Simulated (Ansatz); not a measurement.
All-electron card of Li$_{2}$Se

```
CELL_PARAMETERS angstrom
0.00000 3.00294 3.00294
3.00294 0.00000 3.00294
3.00294 3.00294 0.00000
ATOMIC_POSITIONS crystal
Se 0.00000 0.00000 0.00000
Li 0.25000 0.25000 0.25000
Li 0.75000 0.75000 0.75000
```

Atom numbers follow the list: Se1, Li2, Li3.

The cell was built from the fluorite type and relaxed in the same program, and has space group Fm-3m; it needn't be a known or the stable phase.

All numbers are computed: DFT, PBE, all-electron LAPW, scalar-relativistic (Ansatz 0.2.0); DFT, PBE, PAW with Ansatz's default frozen-core files, scalar-relativistic (Ansatz 0.2.0).

For LAPW: a Γ-centred 13×13×13 k mesh, Fermi–Dirac smearing of 0.05 eV, basis error target 1 meV/atom, no spin polarisation. PAW takes a cutoff of 420 eV at this cell. The Ansatz runs share mesh, smearing and spin set-up. Values come from LAPW unless marked.

| Property | Result |
| --- | --- |
| Band gap | 2.98 eV, indirect from Γ to X (0.5, 0, 0.5) |
| Smallest direct gap on the path | 3.38 eV |
| Löwdin charges (with 0.14 e of the cell spilling out of the atomic basis, so their sizes and signs hang on that basis) | Se1 -1.13, Li2 0.63 e |
| Bader charges (from the PAW run) | Se1 -1.72, Li2 +0.86 e |
| Volume per atom | 121.8 bohr³ |
| Pressure at this cell | 0.01 GPa |
